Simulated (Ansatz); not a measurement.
The system is GaSb.

```
Sb Ga
1.0
     0.00000    3.05900    3.05900
     3.05900    0.00000    3.05900
     3.05900    3.05900    0.00000
Sb Ga
1 1
Cartesian
  4.5885 4.5885 4.5885
  0.0000 0.0000 0.0000
```

Base run:

| Quantity | Value |
| --- | --- |
| Program | Ansatz 0.2.0 |
| Functional | SVWN5 |
| Potentials or basis | Ansatz PAW |
| Cutoff | 420 eV (not typed: the program's choice for these potentials) |
| k mesh | 8 × 8 × 8 |
| Occupations | fermi-dirac, width 0.05 eV |
| Spin | no spin polarisation |

Its results: band gap on the k mesh none (metal or under the smearing width); pressure -1.8 GPa.

Q: The run is repeated on the same cell with these changes: functional from SVWN5 to PBE; spin from no spin polarisation to spin-orbit coupling, no magnetisation; potential files from those of the base run to others of the same set. What comes out?

A: Band gap on the k mesh none (metal or under the smearing width); pressure 2.4 GPa.

Several settings changed at once, so the effect can't be laid on one alone.

Caveats: this crystal is a semiconductor, whose small gap the functional closes, so the metal is an error of the method; spin-orbit coupling is left out, which moves the levels of the heavy elements (some runs); the PAW data sets come from PBE, with cores solved anew for the run's functional, which leaves a small shift of forces and pressure (some runs).
